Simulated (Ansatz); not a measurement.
# Ta3Se: the cost of one run

Program: Ansatz 0.2.0. Level of theory: DFT PBE, scalar-relativistic, plane waves, PAW. These are calculated values, not measurements.

### 1 Starting point

Symmetry: P6/mmm, No. 191, hexagonal system. The conventional cell has a = 4.435 Å, b = 4.435 Å, c = 4.680 Å, α = 90.00°, β = 90.00°, γ = 120.00°. Ta (site symmetry 6/mmm) is surrounded by 2 Se at 2.34 Å. Around Ta (site symmetry -6m2) lie 3 Ta at 2.56 Å and 3 Se at 2.56 Å. Se (site symmetry 6/mmm) has 8 Ta at 2.34 to 2.56 Å as nearest neighbours.

Structure file:

```cif
data_structure
_symmetry_space_group_name_H-M 'P6/mmm'
_symmetry_Int_Tables_number 191
_cell_length_a 4.4347
_cell_length_b 4.4347
_cell_length_c 4.6803
_cell_angle_alpha 90.000
_cell_angle_beta 90.000
_cell_angle_gamma 120.000
_cell_volume 79.71
loop_
_atom_site_label
_atom_site_type_symbol
_atom_site_symmetry_multiplicity
_atom_site_Wyckoff_symbol
_atom_site_fract_x
_atom_site_fract_y
_atom_site_fract_z
_atom_site_occupancy
Ta1 Ta 1 b 0.00000 0.00000 0.50000 1
Ta2 Ta 2 c 0.33333 0.66667 0.00000 1
Se1 Se 1 a 0.00000 0.00000 0.00000 1
```

This is candidate A: Li3N type (P6/mmm, No. 191).

(A quick probe on a coarse mesh, which set the mesh and smearing, is not shown.)

### 3 A loose first relaxation (candidate A)

The input, input.yaml:

```yaml
crystal:
  lattice:
    - [4.4346699358, 0.0, 0.0]
    - [-2.2173349679, 3.8405368219, 0.0]
    - [0.0, 0.0, 4.6803339268]
  atoms:
    - { symbol: Ta, position: [0.0, 0.0, 0.5] }
    - { symbol: Ta, position: [0.3333333333, 0.6666666667, 0.0] }
    - { symbol: Ta, position: [0.6666666667, 0.3333333333, 0.0] }
    - { symbol: Se, position: [0.0, 0.0, 0.0] }
basis:
  ecutwfc: 420
kpoints:
  mp_grid: { grid: [6, 6, 4] }
hamiltonian:
  xc: pbe
scf:
  occupations: { method: gaussian, width: 0.1 }
  lower_state_search: "off"
output:
  forces: true
  stress: true
  eigenvalues: true
relax:
  adjacent_minimum: "off"
  f_tol: 0.04
  max_steps: 70
  cell: { stress_tol: 0.4 }
```

Q: Estimate wall time and peak memory on 1 thread of an Arm CPU, shared host.

About 16 s, with a peak of 0.37 GiB.
